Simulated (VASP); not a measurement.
# Cd8F15 (a cell with a defect) in VASP: further runs

The runs below take Cd8F15 (a cell with a defect) through single point, with PBE.

Program: VASP 6.6.1. These are calculated values, not measurements. Logs are shortened: lines on timing, memory, paths and dates and some standing lists are left out, and cuts for length are marked.

## Step 1: Starting point

The cell holds a defect, 23 atoms: a = 7.629 Å, b = 7.629 Å, c = 7.629 Å, α = 60.00°, β = 60.00°, γ = 60.00°.

## Step 2: Single point, PBE

INCAR reads:

```
SYSTEM = Cd8F15
PREC = Accurate
ENCUT = 520
EDIFF = 1E-6
ISMEAR = 0
SIGMA = 0.1
LREAL = Auto
LASPH = .True.
NELM = 80
ALGO = Fast
ISIF = 2
LWAVE = .False.
LCHARG = .False.
GGA = PE
NBANDS = 118
```

KPOINTS reads:

```
regular mesh
0
Gamma
  2 2 2
  0 0 0
```

POSCAR reads:

```
Cd8F15
1.0
    0.0000000000      5.3942060000      5.3942060000
    5.3942060000      0.0000000000      5.3942060000
    5.3942060000      5.3942060000      0.0000000000
Cd F
8 15
Direct
   -0.0026143792      0.0010793989      0.0000584887
    0.0043026722     -0.0054904281      0.5057961264
   -0.0152914998      0.5000039858      0.0148877332
    0.0043132391      0.4950171536      0.5058065079
    0.4958964304      0.0034352600     -0.0026071492
    0.4986009989      0.0010612313      0.4988796312
    0.4958779846      0.5028441628     -0.0026248534
    0.5134207889      0.5000560787      0.4860720002
    0.1266894516      0.1332937600      0.1195588378
    0.3706270209      0.3791928784      0.3740642274
    0.1249449873      0.1241152081      0.6264464131
    0.1673269430      0.5817045178      0.6687705290
    0.1266282749      0.6200964516      0.1196122284
    0.3705862364      0.8756881921      0.3740979673
    0.3709161274      0.8781783640      0.8722957559
    0.6184449574      0.1306248779      0.1198368212
    0.8790920295      0.3700063550      0.3804820394
    0.6179949375      0.1334619034      0.6282720756
    0.8726182315      0.3792585044      0.8720720899
    0.6191982657      0.6298693450      0.1206505647
    0.8864799565      0.8624677107      0.3882568630
    0.6180474939      0.6199083795      0.6282119185
    0.8726516933      0.8756228442      0.8720313981
```

Potentials or basis: VASP PAW PBE potentials, release 64 (Cd, F).

Command:

```console
$ cat potpaw_PBE.64/Cd/POTCAR potpaw_PBE.64/F/POTCAR > POTCAR
$ mpirun -np 1 vasp_std > vasp.out
```

OUTCAR:

```text
SYSTEM = Cd8F15
   PREC = Accurate
   ENCUT = 520
   EDIFF = 1E-6
   ISMEAR = 0
   LREAL = Auto
   LASPH = .True.
   NELM = 80
   ISIF = 2
   GGA = PE

 ion  position               nearest neighbor table
   1  0.997  0.001  0.000-  15 2.33  11 2.33  19 2.36  23 2.36  16 2.36  13 2.37   9 2.37  21 2.42
                             2 3.77   4 3.77
   2  0.004  0.995  0.506-  23 2.28  14 2.28  21 2.29  11 2.31  17 2.34   9 2.41  18 2.41  12 2.59
                             1 3.77   6 3.77
   3  0.985  0.500  0.015-  12 2.20  20 2.28  17 2.28   9 2.29  13 2.29  23 2.34  19 2.34   8 3.59

   4  0.004  0.495  0.506-  19 2.28  10 2.28  21 2.29  11 2.31  17 2.34  13 2.41  22 2.41  12 2.59
                             1 3.77   6 3.77
   5  0.496  0.003  0.997-  18 2.30   9 2.30  16 2.32  20 2.33  15 2.34  14 2.35  23 2.35
   6  0.499  0.001  0.499-  15 2.33  11 2.33  10 2.36  14 2.36  16 2.36  22 2.37  18 2.37  21 2.42
                             2 3.77   4 3.77
   7  0.496  0.503  0.997-  22 2.30  13 2.30  16 2.32  20 2.33  15 2.34  10 2.35  19 2.35
   8  0.513  0.500  0.486-  12 2.20  20 2.28  17 2.28  18 2.29  22 2.29  14 2.34  10 2.34   3 3.59

   9  0.127  0.133  0.120-   3 2.29   5 2.30   1 2.37   2 2.41
  10  0.371  0.379  0.374-   4 2.28   8 2.34   7 2.35   6 2.36
  11  0.125  0.124  0.626-   2 2.31   4 2.31   1 2.33   6 2.33
  12  0.167  0.582  0.669-   8 2.20   3 2.20   4 2.59   2 2.59
  13  0.127  0.620  0.120-   3 2.29   7 2.30   1 2.37   4 2.41
  14  0.371  0.876  0.374-   2 2.28   8 2.34   5 2.35   6 2.36
  15  0.371  0.878  0.872-   6 2.33   1 2.33   7 2.34   5 2.34
  16  0.618  0.131  0.120-   5 2.32   7 2.32   1 2.36   6 2.36
  17  0.879  0.370  0.380-   3 2.28   8 2.28   2 2.34   4 2.34
  18  0.618  0.133  0.628-   8 2.29   5 2.30   6 2.37   2 2.41
  19  0.873  0.379  0.872-   4 2.28   3 2.34   7 2.35   1 2.36
  20  0.619  0.630  0.121-   8 2.28   3 2.28   5 2.33   7 2.33
  21  0.886  0.862  0.388-   2 2.29   4 2.29   6 2.42   1 2.42
  22  0.618  0.620  0.628-   8 2.29   7 2.30   6 2.37   4 2.41
  23  0.873  0.876  0.872-   2 2.28   3 2.34   5 2.35   1 2.36

  LATTYP: Found a face centered cubic cell.
 ALAT       =    10.7884120000

  Lattice vectors:

 A1 = (   0.0000000000,   5.3942060000,   5.3942060000)
 A2 = (   5.3942060000,   0.0000000000,   5.3942060000)
 A3 = (   5.3942060000,   5.3942060000,   0.0000000000)

Analysis of symmetry for initial positions (statically):
=====================================================================
 Subroutine PRICEL returns:
 Original cell was already a primitive cell.

 Routine SETGRP: Setting up the symmetry group for a
 face centered cubic supercell.

 Subroutine GETGRP returns: Found  1 space group operations
 (whereof  1 operations were pure point group operations)
 out of a pool of 48 trial point group operations.

The static configuration has the point symmetry C_1 .

Analysis of symmetry for dynamics (positions and initial velocities):
=====================================================================
 Subroutine PRICEL returns:
 Original cell was already a primitive cell.

 Routine SETGRP: Setting up the symmetry group for a
 face centered cubic supercell.

 Subroutine GETGRP returns: Found  1 space group operations
 (whereof  1 operations were pure point group operations)
 out of a pool of 48 trial point group operations.

The dynamic configuration has the point symmetry C_1 .

 Subroutine INISYM returns: Found  1 space group operations
 (whereof  1 operations are pure point group operations),
 and found     1 'primitive' translations

----------------------------------------------------------------------------------------

                                     Primitive cell

  volume of cell :     313.9154

  direct lattice vectors                    reciprocal lattice vectors
     0.000000000  5.394206000  5.394206000    -0.092692048  0.092692048  0.092692048
     5.394206000  0.000000000  5.394206000     0.092692048 -0.092692048  0.092692048
     5.394206000  5.394206000  0.000000000     0.092692048  0.092692048 -0.092692048

  length of vectors
     7.628559283  7.628559283  7.628559283     0.160547336  0.160547336  0.160547336

  position of ions in fractional coordinates (direct lattice)
     0.997385621  0.001079399  0.000058489
     0.004302672  0.994509572  0.505796126
     0.984708500  0.500003986  0.014887733
     0.004313239  0.495017154  0.505806508
     0.495896430  0.003435260  0.997392851
     0.498600999  0.001061231  0.498879631
[... 15 lines left out ...]
     0.618047494  0.619908380  0.628211918
     0.872651693  0.875622844  0.872031398

  ion indices of the primitive-cell ions
   primitive index   ion index
                 1           1
                 2           2
                 3           3
                 4           4
                 5           5
                 6           6
[... 15 lines left out ...]
                22          22
                23          23

----------------------------------------------------------------------------------------

 KPOINTS: regular mesh

Automatic generation of k-mesh.
 Grid dimensions read from file:
 generate k-points for:    2    2    2

 Generating k-lattice:

  Cartesian coordinates                     Fractional coordinates (reciprocal lattice)
    -0.046346024  0.046346024  0.046346024     0.500000000  0.000000000  0.000000000
     0.046346024 -0.046346024  0.046346024     0.000000000  0.500000000  0.000000000
     0.046346024  0.046346024 -0.046346024     0.000000000  0.000000000  0.500000000

  Length of vectors
     0.080273668  0.080273668  0.080273668

  Shift w.r.t. Gamma in fractional coordinates (k-lattice)
     0.000000000  0.000000000  0.000000000

 Subroutine IBZKPT returns following result:
 ===========================================

 Found      8 irreducible k-points:

 Following reciprocal coordinates:
            Coordinates               Weight
  0.000000  0.000000  0.000000      1.000000
  0.500000  0.000000  0.000000      1.000000
  0.000000  0.500000  0.000000      1.000000
  0.000000  0.000000  0.500000      1.000000
  0.500000  0.500000  0.500000      1.000000
  0.500000  0.500000  0.000000      1.000000
  0.000000  0.500000  0.500000      1.000000
  0.500000  0.000000  0.500000      1.000000
   k-points           NKPTS =      8   k-points in BZ     NKDIM =      8   number of bands    NBANDS=    118
   number of dos      NEDOS =    301   number of ions     NIONS =     23
   total plane-waves  NPLWV = 216000
   dimension x,y,z NGX =    60 NGY =   60 NGZ =   60
   dimension x,y,z NGXF=   120 NGYF=  120 NGZF=  120
   ions per type =               8  15
   NGX,Y,Z   is equivalent  to a cutoff of  13.08, 13.08, 13.08 a.u.
   NGXF,Y,Z  is equivalent  to a cutoff of  26.15, 26.15, 26.15 a.u.
 SYSTEM =  Cd8F15
   PREC   = accura    normal or accurate (medium, high low for compatibility)
   ISTART =      0    job   : 0-new  1-cont  2-samecut
   ICHARG =      2    charge: 1-file 2-atom 10-const
   ISPIN  =      1    spin polarized calculation?
   LNONCOLLINEAR =      F non collinear calculations
   LSORBIT =      F    spin-orbit coupling
   LASPH  =      T    aspherical Exc in radial PAW
   ENCUT  =  520.0 eV  38.22 Ry    6.18 a.u.  14.18 14.18 14.18*2*pi/ulx,y,z
   NELM   =     80;   NELMIN=  2; NELMDL= -5     # of ELM steps
   EDIFF  = 0.1E-05   stopping-criterion for ELM
   LREAL  =      T    real-space projection
   EDIFFG = 0.1E-04   stopping-criterion for IOM
   NSW    =      0    number of steps for IOM
   IBRION =     -1    ionic relax: 0-MD 1-quasi-New 2-CG
   NFREE  =      0    steps in history (QN), initial steepest desc. (CG)
   ISIF   =      2    stress and relaxation
   ISYM   =      2    0-nonsym 1-usesym 2-fastsym
   POTIM  = 0.5000    time-step for ionic-motion
   TEBEG  =    0.0;   TEEND  =   0.0 temperature during run
   PSTRESS=    0.0 pullay stress
   NELECT =     201.0000    total number of electrons
   NUPDOWN=      -1.0000    fix difference up-down
   EMIN   =  10.00;   EMAX   =-10.00  energy-range for DOS
   EFERMI =   0.00;   METHOD = LEGACY
   ISMEAR =     0;   SIGMA  =   0.10  broadening in eV -4-tet -1-fermi 0-gaus
   EFERMI_NEDOS =   21; number of points for ismear=-14 and -15
   IALGO  =     68    algorithm
   IMIX   =      4    mixing-type and parameters
     AMIX     =   0.40;   BMIX     =  1.00
     AMIX_MAG =   1.60;   BMIX_MAG =  1.00
  volume/ion in A,a.u.               =      13.65        92.10
  Fermi-wavevector in a.u.,A,eV,Ry     =   1.411029  2.666458 27.089245  1.991003
  Thomas-Fermi vector in A             =   2.532922
   LORBIT       =      0    0 simple, 1 ext, 2 COOP (PROOUT), +10 PAW based schemes
   GGA     = PE    functional components
   LHFCALC =     F    Hartree Fock is set to
   AEXX    =    0.0000 exact exchange contribution
   IVDW    =     0    specifies the selected vdW correction
   LEPSILON=     F    determine dielectric tensor
   LRPA    =     F    only Hartree local field effects (RPA)
 non-spin polarized calculation
 RMM-DIIS sequential band-by-band and
 Gauss-broadening in eV      SIGMA  =   0.10
  energy-cutoff  :      520.00
  volume of cell :      313.92
 maximum number of plane-waves:      8480
 NGX is ok and might be reduce to    60
   NGX = 29   NGY = 29   NGZ = 29

 number of electron     201.0000020 magnetization

 Free energy of the ion-electron system (eV)
  ---------------------------------------------------
  ext. energy  EPLUGINS =         0.00000000
  ---------------------------------------------------
  free energy    TOTEN  =       -80.77777287 eV

  energy without entropy =      -80.75399376  energy(sigma->0) =      -80.76588332

 E-fermi :   2.8008     XC(G=0): -10.2626

 val. band max:        2.7564042218   @ k =   0.0000   0.5000   0.0000
 cond. band min:       2.9729479847   @ k =   0.5000   0.5000   0.0000
 fundamental gap:      0.2165437629
 Fermi energy:         2.8008038329

 k-point     1 :       0.0000    0.0000    0.0000
  band No.  band energies     occupation
      1     -22.2699      2.00000
      2     -21.9234      2.00000
      3     -21.9195      2.00000
      4     -21.8288      2.00000
      5     -21.8147      2.00000
      6     -21.7781      2.00000
[... 104 lines left out ...]
    111       7.3809      0.00000
    112       7.4597      0.00000
[... 803 lines left out ...]
    111       8.7454      0.00000
    112       8.8600      0.00000
 [bands above 112 left out]

------------------------ aborting loop because EDIFF is reached ----------------------------------------

  FORCE on cell =-STRESS in cart. coord.  units (eV):
  Direction    XX          YY          ZZ          XY          YZ          ZX
  --------------------------------------------------------------------------------------
  -------------------------------------------------------------------------------------
  Total       13.2746555     12.2521143     13.2731384      0.0064598     -0.0104808     -1.1246945
  in kB       67.7518661     62.5329679     67.7441231      0.0329697     -0.0534925     -5.7402734
  external PRESSURE =      66.0096524 kB  Pullay stress =       0.0000000 kB

 VOLUME and BASIS-vectors are now :
 -----------------------------------------------------------------------------
  energy-cutoff  :      520.00
  volume of cell :      313.92
      direct lattice vectors                 reciprocal lattice vectors
     0.000000000  5.394206000  5.394206000    -0.092692048  0.092692048  0.092692048
     5.394206000  0.000000000  5.394206000     0.092692048 -0.092692048  0.092692048
     5.394206000  5.394206000  0.000000000     0.092692048  0.092692048 -0.092692048

 POSITION                                       TOTAL-FORCE (eV/Angst)
 -----------------------------------------------------------------------------------
      0.00614      5.38042      5.38593         0.007106      0.033224     -0.007159
      8.09296      2.75158      5.38780        -0.024977      0.024277     -0.024419
      2.77743      5.39203      8.00885        -0.048754      0.028578      0.048331
      5.39865      2.75169      2.69349         0.024712      0.024377      0.025346
      5.39867      8.05511      2.69350         0.021660      0.002431      0.021392
      2.69678      5.38062      2.69528        -0.005721      0.032673      0.005863
[... 15 lines left out ...]
      6.73262      6.72258      6.67779         0.012849     -0.002031      0.013850
      9.42721      9.41118      9.43055         0.044679      0.022836      0.003677
 -----------------------------------------------------------------------------------
    total drift:                               -0.002540     -0.005207     -0.000039

  FREE ENERGIE OF THE ION-ELECTRON SYSTEM (eV)
  ---------------------------------------------------
  free  energy   TOTEN  =       -80.7777728736 eV

  energy  without entropy=      -80.7539937612  energy(sigma->0) =      -80.76588332
```

Wall time 4.9 min (1 thread of Intel Xeon 6975P-C (Granite Rapids), shared host); peak memory 0.57 GiB.

What came out:

* Free energy: -80.7778 eV
* Pressure: 6.6 GPa
* Largest force: 0.423 eV/Å
* Band gap on the k mesh: none (metal or under the smearing width)

Forces in eV/Å, atoms in the order of the input:
```
Cd   0.007  0.033 -0.007
Cd  -0.025  0.024 -0.024
Cd  -0.049  0.029  0.048
Cd   0.025  0.024  0.025
Cd   0.022  0.002  0.021
Cd  -0.006  0.033  0.006
Cd  -0.021  0.003 -0.021
Cd   0.049  0.029 -0.049
F   -0.014 -0.002 -0.013
F   -0.043  0.022 -0.005
F    0.000  0.035  0.000
F    0.000 -0.423  0.001
F    0.011 -0.002  0.013
F    0.004  0.023  0.045
F    0.001  0.022 -0.001
F    0.000  0.104  0.000
F    0.001  0.025  0.000
F   -0.014 -0.002 -0.014
F   -0.005  0.024 -0.045
F   -0.001  0.033  0.000
F    0.000 -0.055  0.000
F    0.013 -0.002  0.014
F    0.045  0.023  0.004
```

Caveat: the k mesh is coarse (spacing up to 0.50 Å⁻¹), so the values aren't converged; an odd number of electrons without spin polarisation forces a metal; a magnetic or distorted state may lie lower.

[end of part 1 of 3]
